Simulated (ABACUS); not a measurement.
Pt:

```
Pt
1.0
     0.00000    1.96090    1.96090
     1.96090    0.00000    1.96090
     1.96090    1.96090    0.00000
Pt
1
Direct
  0.00000 0.00000 0.00000
```

```yaml
Program: ABACUS 3.10.1
Task: relaxation of cell and atoms
Functional: AM05
Potentials_or_basis: GBRV ultrasoft 1.5 PBEsol
Cutoff: 544 eV
Density_cutoff: 4354 eV
Basis: plane waves
k_mesh: 10 × 10 × 10
Occupations: fermi-dirac, width 0.05 eV
Spin: no spin polarisation
```

At the start: pressure -4.1 GPa; volume 15.08 Å³/atom.

**Question.** Where does the relaxation end?

**Answer.** Over 3 steps the energy falls by 2.8 meV/atom and the volume is 14.87 Å³/atom (-1.4 %); space group Fm-3m (No. 225, to 0.05 Å).

The path:
| step | energy change (eV) | largest force (eV/Å) | pressure (GPa) | volume (Å³) |
| --- | --- | --- | --- | --- |
| 1 | 0.0000 | 0.0000 | -4.06 | 15.08 |
| 2 | 0.0246 | 0.0000 | 14.55 | 14.23 |
| 3 | -0.0028 | 0.0000 | -0.05 | 14.87 |

Final structure:
```cif
data_structure
_symmetry_space_group_name_H-M 'P 1'
_symmetry_Int_Tables_number 1
_cell_length_a 2.7602
_cell_length_b 2.7602
_cell_length_c 2.7602
_cell_angle_alpha 60.000
_cell_angle_beta 60.000
_cell_angle_gamma 60.000
_cell_volume 14.87
loop_
_atom_site_label
_atom_site_type_symbol
_atom_site_fract_x
_atom_site_fract_y
_atom_site_fract_z
_atom_site_occupancy
Pt1 Pt 0.00000 0.00000 0.00000 1
```

Caveat: the potentials were made for another functional, which shifts forces and pressure.
